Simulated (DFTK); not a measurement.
## MgSe under changes of volume

One of the cells (20.246 Å³/atom); the others are scaled copies at fixed shape and fractional positions:

```
Se Mg
1.0
     0.00000    2.72550    2.72550
     2.72550    0.00000    2.72550
     2.72550    2.72550    0.00000
Se Mg
1 1
Direct
  0.50000 0.50000 0.50000
  0.00000 0.00000 0.00000
```

* Program: DFTK 0.8.2
* Functional: PBEsol
* Potentials or basis: dojo.nc.sr.pbesol.v0_4_1.standard.upf (PBEsol)
* Cutoff: 1170 eV
* k mesh: 8 × 8 × 8
* Occupations: fermi-dirac, width 0.05 eV
* Spin: no spin polarisation

```tsv
volume (Å³/atom)	energy over the lowest point (meV/atom)	pressure (GPa)	gap on the mesh (eV)
19.031	16.40	4.5	1.87
19.436	7.04	2.9	1.84
19.841	1.71	1.4	1.80
20.246	0.00	0.0	1.77
20.651	?	?	?
21.056	6.10	-2.3	1.71
21.461	13.29	-3.4	1.68
```

**Question.** What does the run at 20.651 Å³/atom give?

**Answer.** Energy over the lowest point 1.57 meV/atom; pressure -1.2 GPa; gap on the mesh 1.74 eV.

Worked out: A Birch-Murnaghan fit of order 3 (a polynomial in V^(-2/3)) to the other rows has its minimum at 20.25 Å³/atom with B0 = V·E''(V) = 65 GPa and B' = 4.1. It gives 1.57 meV/atom at 20.651 Å³/atom, against the run's 1.57, and -dE/dV = -1.2 GPa, against -1.2. A straight line through the other rows of the gap, of slope -1.59 eV per unit of ln V, gives 1.74 eV, against the run's 1.74.

Energies are extrapolated to zero smearing.

A mesh can miss the band edges. Spin-orbit coupling on Se is left out.
